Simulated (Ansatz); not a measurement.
Runs of Ansatz 0.2.0 on NiO. Symmetry: Fm-3m, No. 225, cubic system. Conventional cell: a = 4.172 Å, b = 4.172 Å, c = 4.172 Å, α = 90.00°, β = 90.00°, γ = 90.00°. Around Ni (site symmetry m-3m) lie 6 O at 2.09 Å. Around O (site symmetry m-3m) lie 6 Ni at 2.09 Å. 

```tsv
task	level	k mesh	cutoff (eV)	atoms under strain	points for each segment of the path	q mesh	gap on the mesh (eV)	pressure (GPa)	moment (μB)	V0 of scaled cells (Å³/atom)	B0 (GPa)
elastic constants	PBEsol	10 × 10 × 10	420	clamped	-	-	none	(a)	1.40	-	-
band structure	PBE	11 × 11 × 11	420	-	14	-	none	5.7	1.73	-	-
equation of state	PBE	11 × 11 × 11	420	-	-	-	-	-	-	9.37	165
band structure	r2SCAN	11 × 11 × 11	500	-	14	-	0.82	(b)	2.00	-	-
band structure	LDA	11 × 11 × 11	420	-	14	-	none	-19.8	0.30	-	-
equation of state	r2SCAN	11 × 11 × 11	500	-	-	-	-	-	-	9.19	215
phonons	PBEsol	10 × 10 × 10	420	-	8	2 × 2 × 2	none	-	1.40	-	-
```

Alike in all rows: potentials or basis Ansatz PAW; spin collinear, ferromagnetic start; cell as given; smearing fermi-dirac 0.05 eV.

Estimate the missing entries.

(a) -7.5; (b) 2.7.

Caveats: a cell with one magnetic atom can't hold antiferromagnetic order, which such compounds often take (some runs); semilocal functionals often make such compounds metallic where correlation or magnetic order opens a gap, which also shifts bond lengths (some runs); the PAW data sets come from PBE, with cores solved anew for the run's functional, which leaves a small shift of forces and pressure (some runs); the magnetic or orbital state may not be the lowest (some runs); the cell is more than 3 GPa from zero pressure, which shifts response properties (some runs); elastic constants of metals need much finer meshes, so these are rough (some runs); the PAW data sets were made with another functional, which shifts forces and pressure a little (some runs).

A k mesh can miss the band edges.

A gap of «none» marks a metal or a gap under the smearing width.
